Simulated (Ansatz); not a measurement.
The elements of this relaxed trial crystal are hidden behind letters.

```
lattice vectors (Å)
  -1.3996    1.8683    4.4019
   1.3996   -1.8683    4.4019
   1.3996    1.8683   -4.4019
fractional positions
X 0.6555 0.6555 0.0000
X 0.3445 0.3445 0.0000
Z 0.5000 0.0000 0.5000
Z 0.1964 0.6964 0.5000
Z 0.8036 0.3036 0.5000
```

Level of theory: DFT PBE, scalar-relativistic, plane waves, PAW in Ansatz. The final run on the 5-atom cell used 420 eV, a Γ-centred 10×10×10 mesh, 0.02 eV smearing and no spin polarisation.

| Property | Result |
| --- | --- |
| Space group | Immm (No. 71) |
| Conventional cell | a = 2.799 Å, b = 3.737 Å, c = 8.804 Å |
| Volume per atom | 9.21 Å³ |
| Density | 3.68 g/cm³ |
| Formation energy | −2.909 eV/atom |
| Gap on the 10×10×10 mesh of the 5-atom cell | 5.20 eV |

Energies are uncorrected and count from the elements' standard states at the same level.

Problem. X is a p-block element of period 3 and Z is a p-block element of period 2. Which elements are they?

Solution. X = Al, Z = O, so the formula is Al2O3. Density times volume gives a mean mass of 3.68 × 9.21/1.6605 = 20.4 u per atom, and this set has 20.4 u. Among the elements that the hints allow, noble gases aside, only these give it. Al is surrounded by 6 O at 1.90–1.96 Å; around O on a site of symmetry mmm lie 4 Al at 1.96 Å; around O on a site of symmetry mm2 lie 4 Al at 1.90–1.91 Å.

Kohn–Sham gaps at this level usually fall short of measured ones. Symmetry constrained the relaxation, so the result can be a saddle point.
